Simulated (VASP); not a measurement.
Set up this calculation in VASP 6.6.1, as the native input.

```
Task                   : single point
Functional             : r2SCAN
Potentials or basis    : VASP PAW PBE potentials, release 64 (Mg, Te)
Cutoff                 : 520 eV
k mesh                 : 6 × 6 × 2
Occupations            : gaussian, width 0.01 eV
Spin                   : no spin polarisation
Dipole correction      : no
Further INCAR settings : ALGO = Normal; EDIFF = 1e-07; NBANDS = 16
```

Crystal: MgTe.

```xyz
4
Lattice="4.5775 0.0000 0.0000 -2.2888 3.9642 0.0000 0.0000 0.0000 7.4556" Properties=species:S:1:pos:R:3 pbc="T T T"
Mg    0.0000    2.6428    0.0328
Mg    2.2888    1.3214    3.7606
Te    0.0000    2.6428    2.8376
Te    2.2888    1.3214    6.5654
```

The input as run:

POSCAR

```
MgTe
1.0
    4.5775104488      0.0000000000      0.0000000000
   -2.2887552244      3.9642403347      0.0000000000
    0.0000000000      0.0000000000      7.4555751524
Mg Te
2 2
Direct
    0.3333333333      0.6666666667      0.0043977340
    0.6666666667      0.3333333333      0.5043977340
    0.3333333333      0.6666666667      0.3806022660
    0.6666666667      0.3333333333      0.8806022660
```

INCAR.step1

```
SYSTEM = MgTe
ALGO = Normal ; EDIFF = 1E-4
ENCUT = 520 ; GGA = PE
ISMEAR = 0 ; LASPH = .True.
LCHARG = .False. ; LREAL = .False.
LWAVE = .True. ; NBANDS = 16
NELM = 100 ; PREC = Accurate
SIGMA = 0.01
```

INCAR.step2

```
SYSTEM = MgTe
ALGO = Normal ; EDIFF = 1E-7
ENCUT = 520 ; ISIF = 2
ISMEAR = 0 ; ISTART = 1
LASPH = .True. ; LCHARG = .False.
LMIXTAU = .True. ; LREAL = .False.
LWAVE = .False. ; METAGGA = R2SCAN
NBANDS = 16 ; NELM = 100
PREC = Accurate ; SIGMA = 0.01
```

KPOINTS

```
k-points
0
Gamma
  6 6 2
  0 0 0
```

Potentials or basis: VASP PAW PBE potentials, release 64 (Mg, Te).

The run is started by

```bash
$ cat potpaw_PBE.64/Mg/POTCAR potpaw_PBE.64/Te/POTCAR > POTCAR
$ cp INCAR.step1 INCAR
$ mpirun -np 1 vasp_std > vasp.out
$ cp INCAR.step2 INCAR
$ mpirun -np 1 vasp_std > vasp.out
```

Results of the run:

```
Pressure               : -0.1 GPa
Band gap on the k mesh : 3.14 eV, direct
```

Caveat: the k mesh is coarse (spacing up to 0.42 Å⁻¹), so the values aren't converged; the PAW data sets were made with another functional, which shifts forces and pressure a little; spin-orbit coupling is left out, which moves the levels of the heavy elements.

Run time: 92 s on 1 thread of Intel(R) Xeon(R) Platinum 8488C (Sapphire Rapids), on a shared host, peak memory 0.28 GiB.
